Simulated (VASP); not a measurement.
Write the native input for VASP 6.6.1 that does the following.

```yaml
Task: relaxation of cell and atoms
Functional: PBE
Dispersion: D3(BJ)
Potentials_or_basis: VASP PAW PBE potentials, release 64 (S, Sn_d)
Cutoff: 600 eV
k_mesh: 12 × 12 × 1
Occupations: gaussian, width 0.03 eV
Spin: no spin polarisation
Further_INCAR_settings: ALGO = Normal; EDIFF = 1e-06; IBRION = 2; EDIFFG = -0.01; NSW = 90; ISIF = 3
```

The structure of SnS2 lies in POSCAR:

```
SnS2
1.0
    3.6390000000      0.0000000000      0.0000000000
   -1.8195000000      3.1514664400      0.0000000000
    0.0000000000      0.0000000000     38.5380000000
S Sn
8 4
Direct
    0.6666666700      0.3333333300      0.2335357300
    0.3333333300      0.6666666700      0.3096683800
    0.6666666700      0.3333333300      0.3858010300
    0.3333333300      0.6666666700      0.4619336800
    0.6666666700      0.3333333300      0.5380663200
    0.3333333300      0.6666666700      0.6141989700
    0.6666666700      0.3333333300      0.6903316200
    0.3333333300      0.6666666700      0.7664642700
    0.0000000000      0.0000000000      0.2716020600
    0.0000000000      0.0000000000      0.4238673500
    0.0000000000      0.0000000000      0.5761326500
    0.0000000000      0.0000000000      0.7283979400
```

One way to write it, as run:

INCAR

```
PREC = Accurate
ENCUT = 600
EDIFF = 1E-6
ISMEAR = 0
SIGMA = 0.03
LREAL = F
LASPH = T
NELM = 80
ALGO = Normal
ISIF = 3
LWAVE = F
LCHARG = F
GGA = PE
IVDW = 12
IBRION = 2
NSW = 90
EDIFFG = -0.01
LATTICE_CONSTRAINTS = .TRUE. .TRUE. .FALSE.
KPAR = 8
```

KPOINTS

```
Automatic mesh
0
Gamma
  12 12 1
```

Potentials or basis: VASP PAW PBE potentials, release 64 (S, Sn_d).

Command:

```bash
$ cat potpaw_PBE.64/S/POTCAR potpaw_PBE.64/Sn_d/POTCAR > POTCAR
$ mpirun -np 8 vasp_std > vasp.out
```

It gave:

- Relaxed volume: 37.31 Å³/atom
- Relaxed cell: a = 3.663 Å, b = 3.663 Å, c = 38.538 Å, α = 90.00°, β = 90.00°, γ = 120.00°
- Space group after relaxing (to 0.05 Å): P-3m1 (No. 164)
- Energy gained by relaxing: 3.0 meV/atom
- Ionic steps: 6
- Largest force after relaxing: 0.008 eV/Å
- Band gap on the k mesh: 1.45 eV, indirect (least direct gap 1.70 eV)
- Dispersion energy per atom: -0.301 eV

Caveat: spin-orbit coupling is left out, which moves the levels of the heavy elements.

Run time: 6.9 min on 8 MPI ranks on AMD EPYC 9R45 96-Core Processor (Zen 5) (shared host), peak memory 0.97 GiB a rank.
